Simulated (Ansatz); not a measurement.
Sn:

```xyz
1
Lattice="-1.6664 1.7078 2.1828 1.7939 -1.8589 2.3917 1.6937 1.8854 -2.2976" Properties=species:S:1:pos:R:3 pbc="T T T"
Sn    0.0000    0.0000    0.0000
```

This isn't the form of Sn at room conditions, which is tetragonal (white tin).

The cell isn't the ideal one: cell sheared at random, sigma 0.06, atoms nudged by 0.01 Å.

| Item | Value |
| --- | --- |
| Program | Ansatz 0.2.0 |
| Task | relaxation of cell and atoms |
| Functional | PBE0 |
| Potentials or basis | Ansatz PAW |
| Cutoff | 420 eV (not typed: the program's choice for these potentials) |
| k mesh | 5 × 5 × 5 |
| Occupations | fermi-dirac, width 0.05 eV |
| Spin | no spin polarisation |

At the start: volume 28.61 Å³/atom.

**Question.** How do energy, volume and symmetry change on relaxing?

**Answer.** It ends after 6 steps and the volume is 26.99 Å³/atom (-5.6 %); space group Immm (No. 71, to 0.05 Å).

The path:
| step | energy change (eV) | largest force (eV/Å) | volume (Å³) |
| --- | --- | --- | --- |
| 1 | 0.0000 | 0.0000 | 28.61 |
| 2 | -0.0340 | 0.0000 | 27.15 |
| 3 | -0.0361 | 0.0000 | 26.88 |
| 4 | -0.0363 | 0.0000 | 26.99 |
| 5 | -0.0363 | 0.0000 | 26.99 |
| 6 | -0.0360 | 0.0000 | 26.99 |

Final structure:
```
Sn
1.0
    -1.60429    1.60744    2.22689
     1.71291   -1.71290    2.40045
     1.70646    1.81177   -2.31506
Sn
1
Direct
  0.00000 0.00000 0.00000
```

Caveat: the k mesh is coarse (spacing up to 0.50 Å⁻¹), so the values aren't converged, least of all with exact exchange; the plane-wave basis is chosen anew once the cell has moved, so the energies of steps on either side of that aren't comparable; the PAW data sets come from PBE, with cores solved anew for the run's functional, which leaves a small shift of forces and pressure.
